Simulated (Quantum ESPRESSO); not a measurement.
# HfO2 (Fm-3m): phonons against volume, part 2 of 8

Aim: how the vibrations of HfO2 shift with volume, and the expansion that follows.

Quantum ESPRESSO 7.5; DFT PBEsol, scalar-relativistic, plane waves, GBRV ultrasoft pseudopotentials.

So far. Step 2 (A first coarse run): The start is under -12 GPa at this level and looks like an insulator or semiconductor on this mesh.

## 3. Relaxation

The vibrations must be taken about the equilibrium of this functional, not about the starting cell, so the structure is relaxed.

relax.in

```
&control
   calculation = 'vc-relax'
   prefix = 'x'
   outdir = './tmp'
   pseudo_dir = './pseudo'
   tprnfor = .true.
   tstress = .true.
   forc_conv_thr = 2.0d-05
   etot_conv_thr = 1.0d-07
   nstep = 40
/
&system
   ibrav = 0
   nat = 3
   ntyp = 2
   ecutwfc = 45.0
   ecutrho = 270.0
   occupations = 'fixed'
   nbnd = 14
/
&electrons
   conv_thr = 1.0d-11
   mixing_beta = 0.7
   electron_maxstep = 100
/
&ions
/
&cell
   press_conv_thr = 0.1
/
ATOMIC_SPECIES
 Hf    178.4900  Hf.upf
 O      15.9990  O.upf
CELL_PARAMETERS angstrom
     0.000000000    2.557500000    2.557500000
     2.557500000    0.000000000    2.557500000
     2.557500000    2.557500000    0.000000000
ATOMIC_POSITIONS crystal
 Hf     0.000000000   0.000000000   0.000000000
 O      0.250000000   0.250000000   0.250000000
 O      0.750000000   0.750000000   0.750000000
K_POINTS automatic
 8 8 8 0 0 0
```

Launch:

```sh
$ OMP_NUM_THREADS=1 mpirun -n 8 pw.x -nk 8 -in relax.in > relax.out
```

The log of the run:

```text
[banner, memory and clock lines left out]
Program PWSCF v.7.5

     Message from routine setup:
     using ibrav=0 with symmetry is DISCOURAGED, use correct ibrav instead

     G-vector sticks info

     bravais-lattice index     =            0
     lattice parameter (alat)  =       6.8349  a.u.
     unit-cell volume          =     225.7738 (a.u.)^3
     number of atoms/cell      =            3
     number of atomic types    =            2
     number of electrons       =        24.00
     number of Kohn-Sham states=           14
     kinetic-energy cutoff     =      45.0000  Ry
     charge density cutoff     =     270.0000  Ry
     scf convergence threshold =      1.0E-11
     mixing beta               =       0.7000
     number of iterations used =            8  plain     mixing
     energy convergence thresh.=      1.0E-07
     force convergence thresh. =      2.0E-05
     press convergence thresh. =      1.0E-01
     Exchange-correlation= SLA  PW   PSX  PSC
                           (   1   4  10   8   0   0   0)
     nstep                     =           40

     celldm(1)=   6.834858  celldm(2)=   0.000000  celldm(3)=   0.000000
     celldm(4)=   0.000000  celldm(5)=   0.000000  celldm(6)=   0.000000

     crystal axes: (cart. coord. in units of alat)
               a(1) = (   0.000000   0.707107   0.707107 )
               a(2) = (   0.707107   0.000000   0.707107 )
               a(3) = (   0.707107   0.707107   0.000000 )

     reciprocal axes: (cart. coord. in units 2 pi/alat)
               b(1) = ( -0.707107  0.707107  0.707107 )
               b(2) = (  0.707107 -0.707107  0.707107 )
               b(3) = (  0.707107  0.707107 -0.707107 )

     PseudoPot. # 1 for Hf read from file:
     ./pseudo/Hf.upf
     Pseudo is Ultrasoft + core correction, Zval = 12.0
     Using radial grid of  921 points,  8 beta functions with:
                l(1) =   0
                l(2) =   0
                l(3) =   0
                l(4) =   1
                l(5) =   1
                l(6) =   2
                l(7) =   2
                l(8) =   3
     Q(r) pseudized with  6 coefficients,  rinner =    1.200   1.200   1.200
                                                       1.200   1.200   1.200
                                                       1.200

     PseudoPot. # 2 for O  read from file:
     ./pseudo/O.upf
     Pseudo is Ultrasoft + core correction, Zval =  6.0
     Using radial grid of  737 points,  5 beta functions with:
                l(1) =   0
                l(2) =   0
                l(3) =   1
                l(4) =   1
                l(5) =   2
     Q(r) pseudized with  8 coefficients,  rinner =    0.900   0.900   0.900
                                                       0.900   0.900

     atomic species   valence    mass     pseudopotential
     Hf               12.00   178.49000     Hf( 1.00)
     O                 6.00    15.99900     O ( 1.00)

     48 Sym. Ops., with inversion, found

   Cartesian axes

     site n.     atom                  positions (alat units)
         1        Hf     tau(   1) = (   0.0000000   0.0000000   0.0000000  )
         2        O      tau(   2) = (   0.3535534   0.3535534   0.3535534  )
         3        O      tau(   3) = (   1.0606602   1.0606602   1.0606602  )

     number of k points=    29
                       cart. coord. in units 2pi/alat
        k(    1) = (   0.0000000   0.0000000   0.0000000), wk =   0.0039062
        k(    2) = (   0.0883883   0.0883883  -0.0883883), wk =   0.0312500
        k(    3) = (   0.1767767   0.1767767  -0.1767767), wk =   0.0312500
        k(    4) = (   0.2651650   0.2651650  -0.2651650), wk =   0.0312500
        k(    5) = (  -0.3535534  -0.3535534   0.3535534), wk =   0.0156250
        k(    6) = (   0.1767767   0.0000000   0.0000000), wk =   0.0234375
        k(    7) = (   0.2651650   0.0883883  -0.0883883), wk =   0.0937500
        k(    8) = (   0.3535534   0.1767767  -0.1767767), wk =   0.0937500
        k(    9) = (  -0.2651650  -0.4419417   0.4419417), wk =   0.0937500
        k(   10) = (  -0.1767767  -0.3535534   0.3535534), wk =   0.0937500
        k(   11) = (  -0.0883883  -0.2651650   0.2651650), wk =   0.0937500
        k(   12) = (   0.0000000  -0.1767767   0.1767767), wk =   0.0468750
        k(   13) = (   0.3535534   0.0000000   0.0000000), wk =   0.0234375
        k(   14) = (   0.4419417   0.0883883  -0.0883883), wk =   0.0937500
        k(   15) = (  -0.1767767  -0.5303301   0.5303301), wk =   0.0937500
        k(   16) = (  -0.0883883  -0.4419417   0.4419417), wk =   0.0937500
[...]
Dense  grid:    16865 G-vectors     FFT dimensions: (  36,  36,  36)

     Smooth grid:     9257 G-vectors     FFT dimensions: (  30,  30,  30)

     Initial potential from superposition of free atoms

     starting charge      22.0000, renormalised to      24.0000

     negative rho (up, down):  1.184E-01 0.000E+00
     Starting wfcs are   21 randomized atomic wfcs

     per-process dynamical memory:    33.6 Mb

     Self-consistent Calculation

     iteration #  1     ecut=    45.00 Ry     beta= 0.70
     Davidson diagonalization with overlap
     ethr =  1.00E-02,  avg # of iterations =  2.0

     negative rho (up, down):  1.116E-01 0.000E+00

     total energy              =    -223.16392315 Ry
     estimated scf accuracy    <       1.07231545 Ry

     iteration #  2     ecut=    45.00 Ry     beta= 0.70
     Davidson diagonalization with overlap
     ethr =  4.47E-03,  avg # of iterations =  3.0

     negative rho (up, down):  1.140E-01 0.000E+00

     total energy              =    -223.32618517 Ry
     estimated scf accuracy    <       0.54660884 Ry

     iteration #  3     ecut=    45.00 Ry     beta= 0.70
     Davidson diagonalization with overlap
     ethr =  2.28E-03,  avg # of iterations =  2.4

     negative rho (up, down):  1.158E-01 0.000E+00

     total energy              =    -223.47314488 Ry
     estimated scf accuracy    <       0.02359233 Ry

     iteration #  4     ecut=    45.00 Ry     beta= 0.70
     Davidson diagonalization with overlap
     ethr =  9.83E-05,  avg # of iterations =  2.9

     negative rho (up, down):  1.169E-01 0.000E+00

     total energy              =    -223.47573360 Ry
     estimated scf accuracy    <       0.00312065 Ry

     iteration #  5     ecut=    45.00 Ry     beta= 0.70
     Davidson diagonalization with overlap
     ethr =  1.30E-05,  avg # of iterations =  3.4

     negative rho (up, down):  1.170E-01 0.000E+00

     total energy              =    -223.47676977 Ry
     estimated scf accuracy    <       0.00044559 Ry

[...]
atomic species   valence    mass     pseudopotential
     Hf               12.00   178.49000     Hf( 1.00)
     O                 6.00    15.99900     O ( 1.00)

     48 Sym. Ops., with inversion, found

   Cartesian axes

     site n.     atom                  positions (alat units)
         1        Hf     tau(   1) = (   0.0000000  -0.0000000  -0.0000000  )
         2        O      tau(   2) = (   0.3476061   0.3476061   0.3476061  )
         3        O      tau(   3) = (   1.0428182   1.0428182   1.0428182  )

     number of k points=    29
                       cart. coord. in units 2pi/alat
[...]
k(   22) = (   0.3596025   0.1798012  -0.0000000), wk =   0.0937500
        k(   23) = (  -0.2697018  -0.4495031   0.6293043), wk =   0.1875000
        k(   24) = (  -0.1798012  -0.3596025   0.5394037), wk =   0.0937500
        k(   25) = (  -0.1798012  -0.5394037   0.7192049), wk =   0.0937500
        k(   26) = (  -0.0899006  -0.4495031   0.6293043), wk =   0.1875000
        k(   27) = (  -0.0000000  -0.3596025   0.5394037), wk =   0.0937500
        k(   28) = (  -0.7192049   0.1798012   0.0000000), wk =   0.0468750
        k(   29) = (  -0.7192049   0.3596025   0.0000000), wk =   0.0234375

     Dense  grid:    16145 G-vectors     FFT dimensions: (  36,  36,  36)

     Smooth grid:     8801 G-vectors     FFT dimensions: (  30,  30,  30)

     Initial potential from superposition of free atoms

     starting charge      22.0000, renormalised to      24.0000

[...]
Starting wfcs are   21 randomized atomic wfcs

     per-process dynamical memory:    45.8 Mb

     Self-consistent Calculation

[...]
total energy              =    -223.48150593 Ry
[...]
iteration # 16     ecut=    45.00 Ry     beta= 0.70
     Davidson diagonalization with overlap
     ethr =  3.04E-13,  avg # of iterations =  2.0

[...]
total energy              =    -223.48150593 Ry
     estimated scf accuracy    <          1.3E-11 Ry

     iteration # 17     ecut=    45.00 Ry     beta= 0.70
     Davidson diagonalization with overlap
     ethr =  1.00E-13,  avg # of iterations =  1.1

[...]
total energy              =    -223.48150593 Ry
     estimated scf accuracy    <          1.1E-11 Ry

     iteration # 18     ecut=    45.00 Ry     beta= 0.70
     Davidson diagonalization with overlap
     ethr =  1.00E-13,  avg # of iterations =  2.0

     negative rho (up, down):  1.170E-01 0.000E+00

     total energy              =    -223.48150593 Ry
     estimated scf accuracy    <          7.5E-13 Ry

     iteration # 19     ecut=    45.00 Ry     beta= 0.70
     Davidson diagonalization with overlap
     ethr =  1.00E-13,  avg # of iterations =  2.0

     negative rho (up, down):  1.170E-01 0.000E+00

     total energy              =    -223.48150593 Ry
     estimated scf accuracy    <          2.7E-12 Ry

     iteration # 20     ecut=    45.00 Ry     beta= 0.70
     Davidson diagonalization with overlap
     ethr =  1.00E-13,  avg # of iterations =  1.0

     negative rho (up, down):  1.170E-01 0.000E+00

     total energy              =    -223.48150593 Ry
     estimated scf accuracy    <          7.4E-13 Ry

     iteration # 21     ecut=    45.00 Ry     beta= 0.70
     Davidson diagonalization with overlap
     ethr =  1.00E-13,  avg # of iterations =  1.0

     negative rho (up, down):  1.170E-01 0.000E+00

     total energy              =    -223.48150593 Ry
     estimated scf accuracy    <          2.0E-13 Ry

     iteration # 22     ecut=    45.00 Ry     beta= 0.70
     Davidson diagonalization with overlap
     ethr =  1.00E-13,  avg # of iterations =  1.0

     negative rho (up, down):  1.170E-01 0.000E+00

     total energy              =    -223.48150593 Ry
     estimated scf accuracy    <          1.2E-13 Ry

     iteration # 23     ecut=    45.00 Ry     beta= 0.70
     Davidson diagonalization with overlap
     ethr =  1.00E-13,  avg # of iterations =  1.0

     negative rho (up, down):  1.170E-01 0.000E+00

     End of self-consistent calculation

          k = 0.0000 0.0000 0.0000 (  1067 PWs)   bands (ev):

[...]
k = 0.2697 0.2697-0.2697 (  1101 PWs)   bands (ev):

[...]
k = 0.1798 0.0000-0.0000 (  1082 PWs)   bands (ev):

[...]
k = 0.2697 0.0899-0.0899 (  1097 PWs)   bands (ev):

[...]
k = 0.3596 0.1798-0.1798 (  1094 PWs)   bands (ev):

[...]
k = 0.3596 0.0000-0.0000 (  1094 PWs)   bands (ev):

[...]
k = 0.4495 0.0899-0.0899 (  1087 PWs)   bands (ev):

[...]
k =-0.0000-0.3596 0.3596 (  1097 PWs)   bands (ev):

[...]
k = 0.5394 0.0000-0.0000 (  1090 PWs)   bands (ev):

[...]
k =-0.0899-0.6293 0.6293 (  1098 PWs)   bands (ev):

[...]
k =-0.0000-0.5394 0.5394 (  1101 PWs)   bands (ev):

[...]
k =-0.7192 0.0000 0.0000 (  1106 PWs)   bands (ev):

[...]
k = 0.3596 0.1798-0.0000 (  1090 PWs)   bands (ev):

   -48.1536 -17.0126 -16.8087 -16.7518  -4.8656  -3.6843   7.7185   8.1862
[...]
k =-0.2697-0.4495 0.6293 (  1090 PWs)   bands (ev):

   -48.1489 -17.0967 -16.8731 -16.7750  -4.4665  -3.8277   7.7063   8.2776
[...]
k =-0.1798-0.3596 0.5394 (  1108 PWs)   bands (ev):

   -48.1469 -17.1297 -16.8988 -16.7866  -4.3942  -3.7742   7.7014   8.0968
[...]
k =-0.1798-0.5394 0.7192 (  1084 PWs)   bands (ev):

   -48.1470 -17.1286 -16.8723 -16.8127  -4.1355  -4.0359   6.9972   8.3135
     8.9269  11.0030  11.5632  11.6806  17.1400  17.9312

          k =-0.0899-0.4495 0.6293 (  1097 PWs)   bands (ev):

   -48.1450 -17.1043 -16.9606 -16.8215  -4.1201  -3.9069   7.0039   8.0410
     9.4675  10.4401  11.3943  12.1944  17.3136  18.0390

          k =-0.0000-0.3596 0.5394 (  1100 PWs)   bands (ev):

   -48.1458 -17.0568 -16.9989 -16.8031  -4.1517  -3.9330   7.4732   7.8083
     9.6267   9.9447  11.5062  11.9483  17.3052  18.0269

          k =-0.7192 0.1798 0.0000 (  1094 PWs)   bands (ev):

   -48.1442 -17.1716 -16.8984 -16.8409  -4.1702  -3.7999   6.3622   8.5602
     9.4201  10.8099  11.2032  12.6164  16.9442  18.2550

          k =-0.7192 0.3596 0.0000 (  1084 PWs)   bands (ev):

   -48.1442 -17.0373 -17.0373 -16.8423  -3.9812  -3.9812   7.2418   7.4662
    10.0810  10.0810  11.2818  12.5024  17.5813  17.9598

     highest occupied, lowest unoccupied level (ev):    12.7205   16.4941

!    total energy              =    -223.48150593 Ry
     estimated scf accuracy    <          9.8E-14 Ry

     The total energy is the sum of the following terms:
     one-electron contribution =     -23.83037016 Ry
     hartree contribution      =      27.06317763 Ry
     xc contribution           =     -89.94695046 Ry
     ewald contribution        =    -136.76736293 Ry

     convergence has been achieved in  23 iterations

     negative rho (up, down):  1.170E-01 0.000E+00

     Forces acting on atoms (cartesian axes, Ry/au):

     atom    1 type  1   force =    -0.00000000   -0.00000000    0.00000000
     atom    2 type  2   force =    -0.00000000   -0.00000000   -0.00000000
     atom    3 type  2   force =    -0.00000000   -0.00000000    0.00000000

     Total force =     0.000000     Total SCF correction =     0.000000

     Computing stress (Cartesian axis) and pressure

     negative rho (up, down):  1.170E-01 0.000E+00
          total   stress  (Ry/bohr**3)                   (kbar)     P=        0.27
   0.00000184   0.00000000  -0.00000000            0.27        0.00       -0.00
  -0.00000000   0.00000184   0.00000000           -0.00        0.27        0.00
  -0.00000000   0.00000000   0.00000184           -0.00        0.00        0.27

     XML data file, charge density, pseudopotentials, collected wavefunctions
```

Elapsed: 14 s, on 8 MPI ranks of Arm Neoverse V2, shared host.

The steps of the relaxation:

| step | energy less that of the first step (eV) | largest force (eV/Å) | volume (Å³) |
| --- | --- | --- | --- |
| 1 | 0.0000 | 0.0000 | 33.46 |
| 2 | -0.0625 | 0.0000 | 31.39 |
| 3 | -0.0669 | 0.0000 | 31.83 |
| 4 | -0.0669 | 0.0000 | 31.80 |
| 5 | -0.0669 | 0.0000 | 31.80 |
| 6 | -0.0634 | 0.0000 | 31.80 |

| conventional cell, symmetrised | before | after | change |
| --- | --- | --- | --- |
| a (Å) | 5.115 | 5.029 | -1.7 % |
| b (Å) | 5.115 | 5.029 | -1.7 % |
| c (Å) | 5.115 | 5.029 | -1.7 % |
| volume (Å³/atom) | 11.15 | 10.60 | -5.0 % |

Final coordinates:

```xyz
3
Lattice="0.0000 2.5145 2.5145 2.5145 0.0000 2.5145 2.5145 2.5145 0.0000" Properties=species:S:1:pos:R:3 pbc="T T T"
Hf    0.0000    0.0000    0.0000
O     1.2572    1.2572    1.2572
O     3.7717    3.7717    3.7717
```

Numbers from this step:

```
volume per atom   : 10.60 Å³
pressure          : 0.02700 GPa
gap on the k-mesh : 3.774 eV
```

After the last step pw.x solved the final cell once more on a basis chosen for it, which moves the energy without moving the atoms.

[end of part 2 of 8]

[Logs are printed without paths, hosts, clocks, repeated set-up lines and the standing remarks that a program may print on its own settings, such as how far it seeks lower states.]

[Hosts, paths, dates, database ids (printed as entryN), source tags and the programs' standing remarks are cut or masked in the printed files.]

[A step with changed settings may run another functional than the one named; its input shows which.]

[Of the runs on displaced cells, only some may be shown.]
